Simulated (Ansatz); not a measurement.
Clean, relaxed (110) surface of Ge, space group Fd-3m (No. 227) (top face towards +c; atoms held fixed, by place in the list: 1, 2, 3, 4):

```
Ge
1.0
     4.01337    0.00000    0.00000
     0.00000    5.67576    0.00000
     0.00000    0.00000   23.02005
Ge
8
Direct
  0.50000 0.00000 0.36924
  0.00000 0.25000 0.36924
  0.00000 0.50000 0.45641
  0.50000 0.75000 0.45641
  0.50000 0.99882 0.54612
  0.00000 0.25118 0.54612
  0.00000 0.50279 0.63248
  0.50000 0.74721 0.63248
```

The calculation used DFT PBEsol, scalar-relativistic, plane waves, PAW in Ansatz. Plane waves to 420 eV, a k mesh through Γ of 7×5×1 on the computed 8-atom cell and Gaussian smearing (0.10 eV); no spin polarisation. A dipole correction removes the field between periodic images along c.

The adsorption energy is E(slab + adsorbate) − E(slab) − E(free adsorbate, spin-polarised where open-shell). With the adsorbate the cell is lengthened along c to keep the vacuum.

**Question.** Se (atom) is put at the hollow (Ge-Ge-Ge) at (0.00, 0.00) site, one adsorbate per 22.8 Å². What structure does it relax to?

**Answer.** E_ads = -4.03 eV. Contacts: Se–Ge 2.48 Å, Se–Ge 2.72 Å.

```
Ge Se
1.0
     4.01337    0.00000    0.00000
     0.00000    5.67576    0.00000
     0.00000    0.00000   25.02005
Ge Se
8 1
Direct
  0.50000 0.00000 0.33973
  0.00000 0.25000 0.33973
  0.00000 0.50000 0.41993
  0.50000 0.75000 0.41993
  0.50000 0.99788 0.50152
  0.00000 0.25246 0.50089
  0.00000 0.45671 0.59013
  0.50000 0.81342 0.59430
  0.00000 0.07410 0.63796
```

Each end is the local minimum or symmetric point that its start leads to. The slab is only 6.0 Å thick, so the energies aren't converged with thickness.

For at least one of the starts the bottom face's work function also shifts by over 0.1 eV: the slab is too thin to screen the adsorbate, so the work functions aren't converged with thickness.